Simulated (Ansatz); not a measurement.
`C[CH](C)[SnH2][CH](C)C` + `CC` → `C[CH](C)[SnH3]` + `CCC(C)C`  (formal exchange of groups at the Sn–C bond)

Isolated molecules relaxed with PBE0-D4/def2-TZVP in Ansatz; ΔE leaves out vibrations. CBS: MP2 limit from def2 TZ/QZ plus the TZ coupled-cluster correction, frozen cores. This one scheme is used for every species. Functionals use def2-TZVPP. B3LYP here is the variant with VWN-RPA as its local correlation; programs differ in this. Elements past krypton have def2 core potentials. For Sn outer-core shells are correlated without core-valence functions, which leaves a few kJ/mol of doubt a bond. One conformer a species, not always the lowest.

```csv
level,ΔE (kJ/mol),difference from CCSD(T)/CBS
PBE-D4,9.8,-3.6
r2SCAN-D4,5.6,-7.8
PBE0-D4,5.8,-7.6
B3LYP-D4,9.7,-3.7
ωB97X-V,2.8,-10.6
ωB97M-V,4.2,-9.2
B2PLYP,7.0,-6.4
PBE,6.2,-7.2
r2SCAN,4.0,-9.4
PBE0,2.0,-11.4
B3LYP,4.1,-9.3
HF/def2-TZVPP,-6.8,-20.2
MP2/def2-TZVPP,14.1,0.7
SCS-MP2/def2-TZVPP,10.7,-2.7
CCSD/def2-TZVPP,5.8,-7.6
CCSD(T)/def2-TZVPP,8.4,-5.0
HF/def2-QZVPP,-6.6,-20.0
MP2/def2-QZVPP,17.0,3.6
SCS-MP2/def2-QZVPP,13.3,-0.1
HF/CBS(def2),-6.6,-20.0
MP2/CBS(def2),19.1,5.7
CCSD/CBS(def2),10.8,-2.6
CCSD(T)/CBS,13.4,0
```

Largest T1 diagnostic among the species: 0.011.

From PBE to PBE0 (25 % exact exchange), in def2-TZVPP and without D4, ΔE moves by −4.1 kJ/mol. In def2-TZVPP, CCSD(T) changes the Hartree–Fock value by +15.2 kJ/mol (the triples alone add +2.6 kJ/mol) and MP2 by +20.9 kJ/mol. The D4 term adds +5.6 kJ/mol with B3LYP and +3.8 kJ/mol with PBE0; it sums over pairs of atoms, weighted by their polarisabilities, and B3LYP, whose exchange is more repulsive, gets the larger term.

CCSD(T)/CBS has its own doubt, a few kJ/mol and more with outer-core shells, so smaller differences from it don't rank the levels.
